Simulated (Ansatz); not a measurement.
# Depolarisation of Sr on Al(111): the Topping model put to the test

In Topping's model the dipole per adsorbate falls as μ = μ₀/(1 + 9αn^(3/2)), with n the density and α a polarisability, so 1/μ is a straight line in n^(3/2).

How it was computed: Ansatz 0.2.0, plane waves with PAW datasets (its set soft_2), PBE; 4 layers at the tabulated experimental lattice constant with the lower two held, adsorbates relaxed from the hcp site, dipole correction. μ is the change of the cell's dipole per adsorbate, positive end outwards.

```
      run  n^(3/2) (nm⁻³)  1/μ (1/D)
0.0625 ML            0.83      0.258
 0.111 ML            1.96          ?
  0.25 ML            6.60      0.814
```

**Question.** What value belongs in the row marked “?”, and how far can the other rows tell?

Two rows fix a line: slope = (0.814 − 0.258) / (6.60 − 0.83) = 0.09636, intercept 0.17802. The intercept gives μ₀ = 1/0.1780 = 5.62 D, and slope over intercept 9α = 0.541 nm³, or α = 60 Å³, an effective value that holds the metal's image. At 1.96 it gives 0.09636 × 1.96 + 0.17802 = 0.367 1/D. Rounding of the rows alone allows about ±0.001 1/D there; two rows can't show whether the line holds.

The run itself gives 0.343 1/D: a miss of −0.024 1/D, or 7.0 % of the value. In dipoles that is 2.72 D predicted against 2.92 D found. The line meets this point to some per cent.

Caveats: Heights and bonding change with coverage, which the model leaves out; its factor is about 9 for square and hexagonal arrays and differs for rectangular ones and rows; and slabs this thin add errors of their own. The test is put only to electropositive adsorbates whose dipole falls by a fifth or more between the two rows shown.

[Logs are printed without paths, hosts, clocks, repeated set-up lines and the standing remarks that a program may print on its own settings, such as how far it seeks lower states.]
